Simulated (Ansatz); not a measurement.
# SnO2: the cost of one run

Computed with Ansatz 0.2.0 (DFT PBEsol, scalar-relativistic, plane waves, PAW, unless a step's input says otherwise).

1 further run of the same task is left out (set aside as unsound or not needed). Runs told in other sessions of the task aren't counted.

## Step 1: The structure to begin with

Symmetry: I4_1/amd, No. 141, tetragonal system. Conventional cell: a = 4.011 Å, b = 4.011 Å, c = 10.245 Å, α = 90.00°, β = 90.00°, γ = 90.00°. Sn (site symmetry -4m2) is surrounded by 6 O at 2.06 to 2.08 Å. Around O (site symmetry 2mm) lie 3 Sn at 2.06 to 2.08 Å.

As a file:

```xyz
6
Lattice="-2.0055 2.0055 5.1227 2.0055 -2.0055 5.1227 2.0055 2.0055 -5.1227" Properties=species:S:1:pos:R:3 pbc="T T T"
Sn    0.0000    2.0055    2.5614
Sn    0.0000    0.0000    0.0000
O     0.0000    0.0000    8.1665
O     0.0000    2.0055    4.6404
O     0.0000    0.0000    2.0790
O     0.0000    2.0055    0.4824
```

It goes back to an entry of the Materials Project, which need not be the stable form.

This cell was relaxed beforehand with the same method: volume 13.74 Å³/atom, gap on the mesh 1.55 eV.

## Step 3: Setting up the map

Atoms count from 1 in the order of the input.

One atom moved over a plane, all else fixed.

- shift of O3 along [0 1 0]: 7 values from −0.87 to 0.87 Å
- shift of O3 along [0 0 1]: 7 values from −0.87 to 0.87 Å

Nothing else is relaxed (all other atoms fixed). Energies count from the relaxed crystal. Points are written as (first, second).

(The set-up runs are not shown.)

## Step 4: Point (−0.29 Å, −0.29 Å)

Input file input.yaml:

```yaml
crystal:
  lattice:
    - [-2.0054999738, 2.0054999738, 5.122744688]
    - [2.0054999738, -2.0054999738, 5.122744688]
    - [2.0054999738, 2.0054999738, -5.122744688]
  atoms:
    - { symbol: Sn, position: [0.75, 0.25, 0.5] }
    - { symbol: Sn, position: [0.0, 0.0, 0.0] }
    - { symbol: O, position: [0.6964749098, 0.7687760825, -0.0723011727] }
    - { symbol: O, position: [0.9529187786, 0.4529187786, 0.5] }
    - { symbol: O, position: [0.2029187786, 0.2029187786, 0.0] }
    - { symbol: O, position: [0.5470812214, 0.0470812214, 0.5] }
basis:
  ecutwfc: 420
kpoints:
  mp_grid: { grid: [10, 10, 10] }
hamiltonian:
  xc: pbesol
  pseudopotentials: { kind: paw, azcp: { folder: soft_1 } }
scf:
  occupations: { method: gaussian, width: 0.05 }
output:
  forces: true
  stress: true
  eigenvalues: true
```

Run with:

```console
ansatz run input.yaml --threads 2 --pin off --max-ram 4096MiB --backend cpu --events-out ev --progress --plain --runs-dir out
```

Q: Estimate wall time and peak memory on 2 threads of Arm Neoverse N1, shared host.

About 82 s, with a peak of 0.73 GiB.
